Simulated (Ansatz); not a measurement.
The system is SnSe.

```xyz
2
Lattice="0.0000 3.3908 3.3908 3.3908 0.0000 3.3908 3.3908 3.3908 0.0000" Properties=species:S:1:pos:R:3 pbc="T T T"
Sn    0.0000    0.0000    0.0000
Se    5.0863    5.0863    5.0863
```

The cell was built by a generator and needn't be a form met in nature.

Base run:

- Program: Ansatz 0.2.0
- Functional: HSE03
- Potentials or basis: Ansatz PAW
- Cutoff: 420 eV
- Density cutoff: 1680 eV
- k mesh: 4 × 4 × 4
- Occupations: fermi-dirac, width 0.05 eV
- Spin: no spin polarisation

Its results: band gap on the k mesh 0.28 eV, indirect (least direct gap 0.96 eV).

Task: The run is repeated on the same cell with these changes: functional from HSE03 to HSE06. What comes out?

Result: Band gap on the k mesh 0.39 eV, indirect (least direct gap 1.09 eV).

Caveats: spin-orbit coupling is left out, which moves the levels of the heavy elements.

Not every run made on this cell is shown here.
